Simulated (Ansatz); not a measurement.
# PbO2 (P4_2/mnm) in Ansatz: settings compared

Aim: see how the results for PbO2 move with the level of theory and the settings. Levels: PBEsol, r2SCAN. Tasks: band structure.

Program: Ansatz 0.2.0. These are calculated values, not measurements. Logs are shortened: lines on timing, memory, paths and dates and some standing lists are left out, and cuts for length are marked.

### Step 1. Starting point

It takes space group P4_2/mnm (No. 136, tetragonal). The conventional cell has a = 4.995 Å, b = 4.995 Å, c = 3.409 Å, α = 90.00°, β = 90.00°, γ = 90.00°. Around Pb (site symmetry mmm) lie 6 O at 2.17 to 2.18 Å. O (site symmetry m2m) is surrounded by 3 Pb at 2.17 to 2.18 Å.

The cell is a database's computed one.

### Step 2. Band structure, PBEsol

Contents of input.yaml:

```yaml
crystal:
  lattice:
    - [4.99495987, 0.0, 0.0]
    - [0.0, 4.99495987, 0.0]
    - [0.0, 0.0, 3.40900096]
  atoms:
    - { symbol: Pb, position: [0.5, 0.5, 0.5] }
    - { symbol: Pb, position: [0.0, 0.0, 0.0] }
    - { symbol: O, position: [0.69257104, 0.69257104, 0.0] }
    - { symbol: O, position: [0.80742896, 0.19257104, 0.5] }
    - { symbol: O, position: [0.19257104, 0.80742896, 0.5] }
    - { symbol: O, position: [0.30742896, 0.30742896, 0.0] }
hamiltonian:
  xc: pbesol
  pseudopotentials: { kind: paw }
kpoints:
  mp_grid: { grid: [6, 6, 8] }
  band_path:
    path:
      - [[0.0, 0.0, 0.0], [0.0, 0.5, 0.0], [0.5, 0.5, 0.0], [0.0, 0.0, 0.0], [0.0, 0.0, 0.5], [0.0, 0.5, 0.5], [0.5, 0.5, 0.5], [0.0, 0.0, 0.5]]
      - [[0.0, 0.5, 0.0], [0.0, 0.5, 0.5]]
      - [[0.5, 0.5, 0.0], [0.5, 0.5, 0.5]]
    npoints: 14
scf:
  occupations: { method: fermi_dirac, width: 0.05 }
  n_extra_bands: 15
output:
  forces: true
  stress: true
  eigenvalues: true
  fatbands: true
  write_density: true
  write_potential: true
  elf: true
  volumetric_format: npy
```

Potentials or basis: Ansatz PAW.

Command:

```
> ansatz run input.yaml --threads 2 --pin off --max-ram 5632MiB --backend cpu --events-out ev --progress --plain --runs-dir out
```

The log of the run:

```text
Warning: RAYON_NUM_THREADS=2 ignored (pool sized by the plan → 2); use --threads N
scf.n_extra_bands = 15 over 26 filled bands (N_el = 52.0): the run solves 41 bands
Engine: ansatz 0.2.0, x86_64-unknown-linux-gnu
Pseudopotentials: kind: paw
Pseudopotential: Pb, paw, valence charge 14, recommended cutoff 420 eV (normal), Pb.paw.azcp
Pseudopotential: O, paw, valence charge 6, recommended cutoff 420 eV (normal), O.paw.azcp
Functional definition: PBEsol
  exchange = pbesol_x
  correlation = pbesol_c
Crystal: 6 atoms, lattice volume = 85.053 Å³
Basis set: ecut = 420 eV, 1663 PW (Γ), exchange–correlation on 72×72×48 points (8 copies of the dense FFT grid, shifted against one another)
Bands: 41, of which v1, the nominal top of the filled ones, is band 26 counted from 1 (25 counted from 0)
Symmetry: 16 space group operations
Space group: P42/mnm (ITA 136), of the structure as read, at distance tolerance 4.4e-5 Å
k-points: 50 of 288
Non-local potential: Pb, projectors of the file, l = 0: 2, l = 1: 2, l = 2: 2, l = 3: 2
Non-local potential: O, projectors of the file, l = 0: 2, l = 1: 2, l = 2: 1
PAW form: soft (Blöchl's): semilocal exchange-correlation on the pseudo side does not see the compensation charge
PAW frozen core: Pb, regenerated for the run's functional, and the local potential with it (the file was generated under x = pbe(κ = 0.804, μ = 0.2195149727645171), c = pbe(β = 0.06672455060314922))
PAW frozen core: O, regenerated for the run's functional, and the local potential with it (the file was generated under x = pbe(κ = 0.804, μ = 0.2195149727645171), c = pbe(β = 0.06672455060314922))
PAW one-centre angular grid: Pb, 590 points (default); XC on 64 Gauss nodes
PAW one-centre angular grid: O, 110 points (default); XC on 64 Gauss nodes
Initial density: superposition of atomic densities (neutral atoms: chi_scale 0, normalization atom), corrected by the library's trained network
Initial wavefunctions: pseudopotential atomic-orbital guess
Functional: x = pbesol(κ = 0.804, μ = 0.12345679012345678), c = pbesol(β = 0.046)
SCF iter   1: F=—  HF=-25748.331634 eV  |F-HF|=—  |Δ(HF+E_count)|=         —  Δρ=1.73e-2  dr2=2.18e-1  ethr=1.77e-3  ⟨swp⟩=6.5  Hψ=9947  notcnv=0  defer=244
preconditioner: auto → Kerker (q_TF=auto, 2.513 Å⁻¹)  [metal: Δε(μ)=0.059 eV  Ē_g=20.265 eV  σ=0.050 eV  W_gap=0.27  n_scr=18 (ndim 8)  ℏωp=29.0 eV  f_vac=0.057  D(μ)=0.48/eV (n_scr^D=0)]
SCF iter   2: F=—  HF=-25748.274549 eV  |F-HF|=—  |Δ(HF+E_count)|=   5.71e-2  Δρ=3.01e-3  dr2=6.73e-3  ethr=4.19e-4  ⟨swp⟩=2.4  Hψ=3283  notcnv=0  defer=454
SCF iter   3: F=—  HF=-25748.273960 eV  |F-HF|=—  |Δ(HF+E_count)|=   5.90e-4  Δρ=1.70e-3  dr2=2.37e-3  ethr=1.29e-5  ⟨swp⟩=2.4  Hψ=2430  notcnv=0  defer=455
SCF iter   4: F=—  HF=-25748.274386 eV  |F-HF|=—  |Δ(HF+E_count)|=   4.27e-4  Δρ=4.51e-4  dr2=2.15e-4  ethr=4.56e-6  ⟨swp⟩=2.5  Hψ=2934  notcnv=0  defer=455
SCF iter   5: F=—  HF=-25748.274523 eV  |F-HF|=—  |Δ(HF+E_count)|=   1.37e-4  Δρ=1.39e-4  dr2=2.20e-5  ethr=4.13e-7  ⟨swp⟩=2.3  Hψ=2413  notcnv=0  defer=455
SCF iter   6: F=—  HF=-25748.274426 eV  |F-HF|=—  |Δ(HF+E_count)|=   9.68e-5  Δρ=5.16e-5  dr2=2.81e-6  ethr=4.23e-8  ⟨swp⟩=2.3  Hψ=2735  notcnv=0  defer=455
SCF iter   7: F=—  HF=-25748.274426 eV  |F-HF|=—  |Δ(HF+E_count)|=   2.66e-7  Δρ=1.58e-5  dr2=2.43e-7  ethr=5.39e-9  ⟨swp⟩=3.0  Hψ=3078  notcnv=0  defer=455
SCF iter   8: F=-25748.274427 eV  HF=-25748.274427 eV  |F-HF|=7.48e-9  |Δ(HF+E_count)|=   1.21e-7  Δρ=4.62e-6  dr2=1.38e-8  ethr=1.92e-10  ⟨swp⟩=19.2  Hψ=18554  notcnv=0
SCF 1 converged in 8 iterations: F = -25748.274427 eV  dr2 = 1.38e-8
NSCF: frozen V_eff on 129 k-points
SCF converged after 8 iterations
Free energy (F): -25748.274427 eV
Harris-Foulkes:  -25748.274427 eV  (|F-HF|=7.48e-9)
Internal energy: -25748.270378 eV  (E = F + TS)
E sigma→0 (E₀):  -25748.272403 eV
Entropy (-TS):   -0.004048 eV (-0.675 meV/atom)
Fermi energy:    7.810046 eV
--- Per-component energies (eV) ---
  E_band       = -93.315810
  E_kinetic    = 1278.441173
  E_local      = -3434.774628  (includes V_loc(G=0)·N_el)
  E_nonlocal   = 908.856747
  E_hartree    = 1316.153979
  E_xc         = -718.957817
  E_vxc        = -627.403330  (∫ρ·V_xc dr)
  E_paw        = -21144.351180  (= ΣΔE_a)
  E_vpaw       = -850.751458  (= ΣTr[D̂ρ^β])
  E_aug_tail   = 0.009584  (compensation charges beyond the density's cutoff)
  E_ewald      = -3953.913622
  E_core_change = 0.265385  (= ΣΔE_core)
  E_smearing   = -0.004048  (= −TS)
  E_closure    = 0.000000  (closes the sum)
  Σ components = -25748.274427   (vs F -25748.274427, Δ=0.00e0)
--- Forces (eV/Å), atoms counted from 1 ---
  atom   1  Pb     0.00000000     0.00000000     0.00000000
  atom   2  Pb     0.00000000    -0.00000000     0.00000000
  atom   3  O     -0.01150551    -0.01150551     0.00000000
  atom   4  O      0.01150551    -0.01150551     0.00000000
  atom   5  O     -0.01150551     0.01150551     0.00000000
  atom   6  O      0.01150551     0.01150551     0.00000000
  max |Σ_I F_I| component: 3.47e-18 eV/Å
--- Stress (GPa, compression-positive) ---
        0.232210       0.000000       0.000000
        0.000000       0.232210       0.000000
        0.000000       0.000000       0.238411
  P = ⅓ Tr σ = 0.2343 GPa (2.343 kbar)
--- Band table (eV; the first three rows and the last of 50) ---
  k-point 0: bands = ["-10.4478", "-10.3332", "-8.6580", "-8.6580", "-7.7446", "-7.5356", "-7.5043", "-7.5043", "-7.3198", "-7.2075", "-7.1703", "-7.1494", "-7.1494", "-5.0595", "-0.3421", "4.3886", "4.4397", "4.4397", "5.6826", "5.7762", "5.9824", "7.1000", "7.1511", "7.1511", "7.1635", "7.1635", "7.8481", "11.9532", "13.5090", "13.5090", "17.2452", "17.5578", "18.6773", "18.6773", "19.4291", "19.6710", "21.2848", "23.2074", "25.9210", "25.9210", "26.6063"]
  k-point 1: bands = ["-10.3282", "-10.2478", "-8.9885", "-8.9885", "-7.7137", "-7.4921", "-7.3096", "-7.2300", "-7.2300", "-7.2021", "-7.1715", "-7.0272", "-7.0272", "-5.1776", "-0.4169", "4.3210", "4.3629", "4.5598", "4.5598", "5.7476", "6.3440", "6.6074", "6.6074", "7.2502", "7.2502", "7.7466", "8.0081", "12.0732", "14.0721", "14.0721", "16.3204", "18.4651", "18.6289", "18.6289", "19.3202", "19.4410", "21.3367", "22.5408", "24.5806", "24.5806", "26.3000"]
  k-point 2: bands = ["-10.0263", "-10.0236", "-9.4617", "-9.4617", "-7.6082", "-7.3815", "-7.2823", "-7.2500", "-7.2500", "-7.1840", "-7.1767", "-6.3600", "-6.3600", "-5.5489", "-0.5044", "2.7366", "4.3602", "4.8153", "4.8153", "5.7541", "5.7541", "5.9391", "5.9415", "7.2015", "7.2015", "7.4661", "9.4497", "12.1997", "15.3092", "15.3092", "15.7048", "18.4518", "18.4518", "18.4818", "19.2960", "19.4991", "21.4641", "21.4959", "23.1901", "23.1901", "25.1956"]
  k-point 49: bands = ["-9.9347", "-9.9347", "-9.5819", "-9.5819", "-7.3236", "-7.3236", "-7.2015", "-7.2015", "-7.1490", "-7.1490", "-6.7595", "-6.7595", "-5.5898", "-5.5898", "-0.1877", "-0.1877", "3.7818", "3.7818", "5.7765", "5.7765", "5.8701", "5.8701", "7.0888", "7.0888", "7.2399", "7.2399", "10.5293", "10.5293", "15.9479", "15.9479", "17.4320", "17.4320", "17.4921", "17.4921", "20.8176", "20.8176", "22.5190", "22.5190", "23.0752", "23.0752", "24.3023"]
```

It took 39 s on 2 threads of Intel Xeon at 2.50GHz (Skylake/Cascade Lake), shared host; peak memory 0.54 GiB.

Results:

```
Free energy             : -25748.2744 eV
Pressure                : 0.2 GPa
Largest force           : 0.016 eV/Å
Band gap along the path : none (metal or under the smearing width)
```

Forces in eV/Å, atoms in the order of the input:
```
Pb   0.000  0.000  0.000
Pb   0.000  0.000  0.000
O   -0.012 -0.012  0.000
O    0.012 -0.012  0.000
O   -0.012  0.012  0.000
O    0.012  0.012  0.000
```

Levels at the corners of the path, in eV from the Fermi level:
| point | band 23 | band 24 | band 25 | band 26 | band 27 | band 28 | band 29 | band 30 |
| --- | --- | --- | --- | --- | --- | --- | --- | --- |
| Γ | -0.66 | -0.66 | -0.65 | -0.65 | 0.04 | 4.14 | 5.70 | 5.70 |
| X | -0.70 | -0.70 | -0.43 | -0.43 | 2.33 | 2.33 | 6.31 | 6.31 |
| M | -0.72 | -0.72 | -0.53 | -0.53 | 2.74 | 2.74 | 6.60 | 6.60 |
| Γ | -0.66 | -0.66 | -0.65 | -0.65 | 0.04 | 4.14 | 5.70 | 5.70 |
| Z | -1.17 | -1.17 | -0.83 | -0.83 | 3.65 | 3.65 | 8.69 | 8.69 |
| R | -0.83 | -0.83 | -0.26 | -0.26 | 3.96 | 3.96 | 7.14 | 7.14 |
| A | -0.72 | -0.72 | -0.57 | -0.57 | 2.72 | 2.72 | 8.14 | 8.14 |
| Z | -1.17 | -1.17 | -0.83 | -0.83 | 3.65 | 3.65 | 8.69 | 8.69 |
| X | -0.70 | -0.70 | -0.43 | -0.43 | 2.33 | 2.33 | 6.31 | 6.31 |
| R | -0.83 | -0.83 | -0.26 | -0.26 | 3.96 | 3.96 | 7.14 | 7.14 |
| M | -0.72 | -0.72 | -0.53 | -0.53 | 2.74 | 2.74 | 6.60 | 6.60 |
| A | -0.72 | -0.72 | -0.57 | -0.57 | 2.72 | 2.72 | 8.14 | 8.14 |

Caveat: the pressure holds a Pulay correction of +0.6 GPa for the finite cutoff; spin-orbit coupling is left out, which moves the levels of the heavy elements; the PAW data sets come from PBE, with cores solved anew for the run's functional, which leaves a small shift of forces and pressure.

### Step 3. Band structure, r2SCAN

input.yaml: that of step 2 with these lines changed.

```diff
@@ -13,3 +13,3 @@
 hamiltonian:
-  xc: pbesol
+  xc: r2scan
   pseudopotentials: { kind: paw }
@@ -30,6 +30,2 @@
   eigenvalues: true
-  fatbands: true
-  write_density: true
-  write_potential: true
-  elf: true
-  volumetric_format: npy
+  fatbands: false
```

Potentials or basis: Ansatz PAW.

Command:

```
> ansatz run input.yaml --threads 2 --pin off --max-ram 5632MiB --backend cpu --events-out ev --progress --plain --runs-dir out
```

The log of the run:

```text
Warning: RAYON_NUM_THREADS=2 ignored (pool sized by the plan → 2); use --threads N
scf.n_extra_bands = 15 over 26 filled bands (N_el = 52.0): the run solves 41 bands
[... 2 set-up lines as earlier in the session ...]
Pseudopotential: Pb, paw, valence charge 14, recommended cutoff 500 eV (meta_gga), Pb.paw.azcp
Pseudopotential: O, paw, valence charge 6, recommended cutoff 500 eV (meta_gga), O.paw.azcp
Functional definition: r2SCAN
  parameter k0 = 0.174
  parameter k1 = 0.065
  parameter a1 = 4.9479
  exchange = r2scan_x(k0 = k0, k1 = k1, a1 = a1)
  correlation = r2scan_c
Crystal: 6 atoms, lattice volume = 85.053 Å³
Basis set: ecut = 500 eV, 2153 PW (Γ), exchange–correlation on 160×160×100 points (64 copies of the dense FFT grid, shifted against one another)
Bands: 41, of which v1, the nominal top of the filled ones, is band 26 counted from 1 (25 counted from 0)
[... 2 set-up lines as earlier in the session ...]
k-points: 50 of 288
[... 3 set-up lines as earlier in the session ...]
PAW frozen core: Pb, regenerated for the run's functional (the file was generated under x = pbe(κ = 0.804, μ = 0.2195149727645171), c = pbe(β = 0.06672455060314922))
PAW frozen core: O, regenerated for the run's functional (the file was generated under x = pbe(κ = 0.804, μ = 0.2195149727645171), c = pbe(β = 0.06672455060314922))
PAW one-centre angular grid: Pb, 590 points (default); XC on 160 Gauss nodes
PAW one-centre angular grid: O, 302 points (default); XC on 160 Gauss nodes
[... 2 set-up lines as earlier in the session ...]
Functional: x = r2scan, c = r2scan; τ floored in thin density (d = 2e-4 eV/Å³)
SCF iter   1: F=—  HF=-26111.354746 eV  |F-HF|=—  |Δ(HF+E_count)|=         —  Δρ=1.05e-2  dr2=4.97e-2  dr2_τ=1.74e-1  ethr=1.77e-3  ⟨swp⟩=6.5  Hψ=10145  notcnv=0  defer=248
preconditioner: auto → Resta (q_TF=auto, 2.513 Å⁻¹)  ε∞=2.8  [insulator: Δε(μ)=0.247 eV  Ē_g=21.626 eV  σ=0.050 eV  W_gap=0.68  n_scr=18 (ndim 8)  ℏωp=29.0 eV  f_vac=0.057  D(μ)=0.14/eV (n_scr^D=0)  ε∞_Penn≈2.8]
SCF iter   2: F=—  HF=-26111.430891 eV  |F-HF|=—  |Δ(HF+E_count)|=   7.61e-2  Δρ=5.85e-3  dr2=1.58e-2  dr2_τ=6.24e-4  ethr=9.56e-5  ⟨swp⟩=2.3  Hψ=4030  notcnv=0  defer=464
SCF iter   3: F=—  HF=-26111.428621 eV  |F-HF|=—  |Δ(HF+E_count)|=   2.27e-3  Δρ=8.21e-4  dr2=4.45e-4  dr2_τ=4.64e-5  ethr=3.05e-5  ⟨swp⟩=3.0  Hψ=3128  notcnv=0  defer=464
SCF iter   4: F=—  HF=-26111.428787 eV  |F-HF|=—  |Δ(HF+E_count)|=   1.65e-4  Δρ=5.65e-4  dr2=2.25e-4  dr2_τ=3.61e-5  ethr=8.55e-7  ⟨swp⟩=2.5  Hψ=2929  notcnv=0  defer=464
SCF iter   5: F=—  HF=-26111.428742 eV  |F-HF|=—  |Δ(HF+E_count)|=   4.47e-5  Δρ=1.51e-4  dr2=2.16e-5  dr2_τ=5.33e-7  ethr=4.32e-7  ⟨swp⟩=2.0  Hψ=2088  notcnv=0  defer=464
SCF iter   6: F=—  HF=-26111.428743 eV  |F-HF|=—  |Δ(HF+E_count)|=   1.10e-6  Δρ=5.94e-5  dr2=2.69e-6  dr2_τ=1.13e-7  ethr=4.15e-8  ⟨swp⟩=2.7  Hψ=2873  notcnv=0  defer=464
SCF iter   7: F=-26111.428743 eV  HF=-26111.428743 eV  |F-HF|=4.57e-9  |Δ(HF+E_count)|=   4.39e-7  Δρ=4.83e-6  dr2=2.25e-8  dr2_τ=2.71e-9  ethr=1.92e-10  ⟨swp⟩=14.0  Hψ=15355  notcnv=0
SCF 1 converged in 7 iterations: F = -26111.428743 eV  dr2 = 2.25e-8
NSCF: frozen V_eff on 129 k-points
SCF converged after 7 iterations
Free energy (F): -26111.428743 eV
Harris-Foulkes:  -26111.428743 eV  (|F-HF|=4.57e-9)
Internal energy: -26111.427016 eV  (E = F + TS)
E sigma→0 (E₀):  -26111.427879 eV
Entropy (-TS):   -0.001726 eV (-0.288 meV/atom)
Fermi energy:    7.543571 eV
--- Per-component energies (eV) ---
  E_band       = -125.022423
  E_kinetic    = 1283.168939
  E_local      = -3443.519583  (includes V_loc(G=0)·N_el)
  E_nonlocal   = 905.252525
  E_hartree    = 1328.983209
  E_xc         = -696.750927
  E_vxc        = -694.944499  (∫ρ·V_xc dr)
  E_paw        = -21536.454955  (= ΣΔE_a)
  E_vpaw       = -879.742766  (= ΣTr[D̂ρ^β])
  E_aug_tail   = 0.004157  (compensation charges beyond the density's cutoff)
  E_vtau       = 46.787762  (kinetic-family band-sum trace: ∫τ·v_τ [+ j·A + Jᵃ·Aᵃ] dr)
  E_ewald      = -3953.913622
  E_core_change = 1.803241  (= ΣΔE_core)
  E_smearing   = -0.001726  (= −TS)
  E_closure    = -0.000000  (closes the sum)
  Σ components = -26111.428743   (vs F -26111.428743, Δ=0.00e0)
--- Forces (eV/Å), atoms counted from 1 ---
  atom   1  Pb     0.00000000     0.00000000     0.00000000
  atom   2  Pb     0.00000000    -0.00000000     0.00000000
  atom   3  O      0.00138009     0.00138009     0.00000000
  atom   4  O     -0.00138009     0.00138009     0.00000000
  atom   5  O      0.00138009    -0.00138009     0.00000000
  atom   6  O     -0.00138009    -0.00138009     0.00000000
  max |Σ_I F_I| component: 2.60e-18 eV/Å
--- Stress (GPa, compression-positive) ---
       -0.672759       0.000000       0.000000
        0.000000      -0.672759       0.000000
        0.000000       0.000000      -0.885871
  P = ⅓ Tr σ = -0.7438 GPa (-7.438 kbar)
--- Band table (eV; the first three rows and the last of 50) ---
  k-point 0: bands = ["-11.6664", "-11.5224", "-10.0058", "-10.0058", "-8.5053", "-8.2904", "-8.2698", "-8.2698", "-8.0876", "-7.9835", "-7.9417", "-7.9107", "-7.9107", "-5.9407", "-0.5409", "4.1473", "4.2124", "4.2124", "5.3457", "5.7419", "5.8464", "6.8535", "6.8535", "6.9187", "6.9187", "6.9757", "7.5069", "12.2230", "14.0150", "14.0150", "17.7327", "18.2788", "19.4014", "19.4014", "20.0192", "20.3357", "22.1902", "23.9250", "26.7319", "26.7319", "27.5479"]
  k-point 1: bands = ["-11.5548", "-11.4406", "-10.2602", "-10.2602", "-8.4726", "-8.2490", "-8.0775", "-8.0131", "-8.0131", "-7.9787", "-7.9427", "-7.8462", "-7.8462", "-6.0648", "-0.6019", "4.1272", "4.2096", "4.3332", "4.3332", "5.4105", "6.1729", "6.3676", "6.3676", "6.9540", "6.9540", "7.4055", "8.0158", "12.3482", "14.5847", "14.5847", "16.8833", "19.1130", "19.3505", "19.3505", "20.0116", "20.0304", "22.1642", "23.2244", "25.3885", "25.3885", "27.1738"]
  k-point 2: bands = ["-11.2710", "-11.2298", "-10.6844", "-10.6844", "-8.3647", "-8.1442", "-8.0506", "-8.0089", "-8.0089", "-7.9619", "-7.9476", "-7.2509", "-7.2509", "-6.4405", "-0.6619", "2.5925", "4.1363", "4.5920", "4.5920", "5.5263", "5.5263", "5.6018", "5.7606", "6.8909", "6.8909", "7.1255", "9.5554", "12.4834", "15.8595", "15.8595", "16.2617", "19.1646", "19.1646", "19.1802", "19.9605", "20.0879", "22.1070", "22.2242", "23.9790", "23.9790", "26.0371"]
  k-point 49: bands = ["-11.1401", "-11.1401", "-10.8268", "-10.8268", "-8.0780", "-8.0780", "-7.9720", "-7.9720", "-7.9259", "-7.9259", "-7.5949", "-7.5949", "-6.4998", "-6.4998", "-0.3401", "-0.3401", "3.5408", "3.5408", "5.5714", "5.5714", "5.6841", "5.6841", "6.7675", "6.7675", "6.8905", "6.8905", "10.7798", "10.7798", "16.4995", "16.4995", "18.1143", "18.1143", "18.1182", "18.1182", "21.5319", "21.5319", "23.2633", "23.2633", "23.7735", "23.7735", "25.1464"]
```

bands.tsv:

```text
# k_distance	band_0	band_1	band_2	band_3	band_4	band_5	band_6	band_7	band_8	band_9	band_10	band_11	band_12	band_13	band_14	band_15	band_16	band_17	band_18	band_19	band_20	band_21	band_22	band_23	band_24	band_25	band_26	band_27	band_28	band_29	band_30	band_31	band_32	band_33	band_34	band_35	band_36	band_37	band_38	band_39	band_40
[... 149 lines left out ...]
7.059431	-18.683649	-18.683649	-18.370405	-18.370405	-15.621545	-15.621545	-15.515540	-15.515540	-15.469446	-15.469446	-15.138506	-15.138506	-14.043367	-14.043367	-7.883647	-7.883647	-4.002739	-4.002739	-1.972173	-1.972173	-1.859501	-1.859501	-0.776084	-0.776084	-0.653051	-0.653051	3.236276	3.236276	8.955924	8.955924	10.570778	10.570778	10.574628	10.574628	13.988371	13.988371	15.719685	15.719685	16.229937	16.229937	17.602863
```

It took 59 s on 2 threads of Intel Xeon at 2.50GHz (Skylake/Cascade Lake), shared host; peak memory 0.64 GiB.

What came out:

| Item | Value |
| --- | --- |
| Free energy | -26111.4287 eV |
| Pressure | -0.7 GPa |
| Band gap on the k mesh | none (metal or under the smearing width) |

Levels at the corners of the path, in eV from the Fermi level:
| point | band 22 | band 23 | band 24 | band 25 | band 26 | band 27 | band 28 | band 29 | band 30 | band 31 |
| --- | --- | --- | --- | --- | --- | --- | --- | --- | --- | --- |
| Γ | -0.69 | -0.69 | -0.62 | -0.62 | -0.57 | -0.04 | 4.68 | 6.47 | 6.47 | 10.19 |
| X | -1.40 | -0.66 | -0.66 | -0.47 | -0.47 | 2.75 | 2.75 | 7.06 | 7.06 | 10.53 |
| M | -1.64 | -0.68 | -0.68 | -0.61 | -0.61 | 3.18 | 3.18 | 7.31 | 7.31 | 10.89 |
| Γ | -0.69 | -0.69 | -0.62 | -0.62 | -0.57 | -0.04 | 4.68 | 6.47 | 6.47 | 10.19 |
| Z | -2.01 | -1.24 | -1.24 | -0.91 | -0.91 | 4.17 | 4.17 | 9.56 | 9.56 | 10.40 |
| R | -1.17 | -0.90 | -0.90 | -0.22 | -0.22 | 4.48 | 4.48 | 8.00 | 8.00 | 10.70 |
| A | -1.86 | -0.78 | -0.78 | -0.65 | -0.65 | 3.24 | 3.24 | 8.96 | 8.96 | 10.57 |
| Z | -2.01 | -1.24 | -1.24 | -0.91 | -0.91 | 4.17 | 4.17 | 9.56 | 9.56 | 10.40 |
| X | -1.40 | -0.66 | -0.66 | -0.47 | -0.47 | 2.75 | 2.75 | 7.06 | 7.06 | 10.53 |
| R | -1.17 | -0.90 | -0.90 | -0.22 | -0.22 | 4.48 | 4.48 | 8.00 | 8.00 | 10.70 |
| M | -1.64 | -0.68 | -0.68 | -0.61 | -0.61 | 3.18 | 3.18 | 7.31 | 7.31 | 10.89 |
| A | -1.86 | -0.78 | -0.78 | -0.65 | -0.65 | 3.24 | 3.24 | 8.96 | 8.96 | 10.57 |

Caveat: spin-orbit coupling is left out, which moves the levels of the heavy elements; the PAW data sets come from PBE, with cores solved anew for the run's functional, which leaves a small shift of forces and pressure.
